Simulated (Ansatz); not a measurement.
WSe₂: course of a relaxation

Method: DFT PBEsol+D3(BJ), scalar-relativistic, plane waves, PAW in Ansatz. (420 eV cutoff, 12×12×4 k-mesh, Gaussian smearing of 0.02 eV, no spin polarisation)

What was changed: biaxial strain in the a-b plane, c and atoms relaxed: -3.0 %.

Spin–orbit coupling is left out, which can shift energies with elements as heavy as these.

Command:

```bash
ansatz run input.yaml --threads 1 --pin off --max-ram 2560MiB --backend cpu --events-out ev --progress --plain --runs-dir out
```

Input:

```yaml
crystal:
  lattice:
    - [3.1335653413, 0.0, 0.0]
    - [-1.5667826707, 2.71374719, 0.0]
    - [0.0, 0.0, 12.6401797104]
  atoms:
    - { symbol: W, position: [0.6666666667, 0.3333333333, 0.2499629341] }
    - { symbol: W, position: [0.3333333333, 0.6666666667, 0.7500370659] }
    - { symbol: Se, position: [0.3333333333, 0.6666666667, 0.386119115] }
    - { symbol: Se, position: [0.6666666667, 0.3333333333, 0.8861934369] }
    - { symbol: Se, position: [0.3333333333, 0.6666666667, 0.1138065631] }
    - { symbol: Se, position: [0.6666666667, 0.3333333333, 0.613880885] }
basis:
  ecutwfc: 420
kpoints:
  mp_grid: { grid: [12, 12, 4] }
hamiltonian:
  xc: pbesol
  dispersion: d3bj
scf:
  occupations: { method: gaussian, width: 0.02 }
output:
  forces: true
  stress: true
  eigenvalues: true
relax:
  adjacent_minimum: "off"
  f_tol: 0.008
  max_steps: 40
  cell: { stress_tol: 0.015, fix: [a, b, gamma] }
```

F is the free energy. Steps run on the plane waves of an earlier cell, but the last one, and at times one on the way, on a freshly chosen basis, so a repeated geometry can differ a little in energy. The held parts of the cell keep their stress, so P needn't end at zero.

Steps:

```csv
step,F − F(1) (eV),largest force component (eV/Å),V (Å³/atom),P (GPa)
1,0.0000,0.006,17.915,5.55
2,0.0046,0.093,17.605,6.19
3,-0.0010,0.030,17.813,5.94
4,-0.0014,0.001,17.811,5.86
5,-0.0012,0.001,17.811,5.86
```

Relaxed structure:

```cif
data_structure
_symmetry_space_group_name_H-M 'P 1'
_symmetry_Int_Tables_number 1
_cell_length_a 3.1336
_cell_length_b 3.1336
_cell_length_c 12.5671
_cell_angle_alpha 90.000
_cell_angle_beta 90.000
_cell_angle_gamma 120.000
_cell_volume 106.87
loop_
_atom_site_label
_atom_site_type_symbol
_atom_site_fract_x
_atom_site_fract_y
_atom_site_fract_z
_atom_site_occupancy
W1 W 0.66667 0.33333 0.24995 1
W2 W 0.33333 0.66667 0.75005 1
Se1 Se 0.33333 0.66667 0.38680 1
Se2 Se 0.66667 0.33333 0.88691 1
Se3 Se 0.33333 0.66667 0.11309 1
Se4 Se 0.66667 0.33333 0.61320 1
```

The structure is hexagonal, space group P6_3/mmc (No. 194). Conventional cell: a = 3.134 Å, b = 3.134 Å, c = 12.567 Å, α = 90.00°, β = 90.00°, γ = 120.00°. W (site symmetry -6m2) is surrounded by 6 Se at 2.50 Å. Se (site symmetry 3m) is surrounded by 3 W at 2.50 Å.

The run converged. Time: 38 s on 1 thread of AMD EPYC 9R45 96-Core Processor (Zen 5), on a shared host, peak memory 0.67 GiB.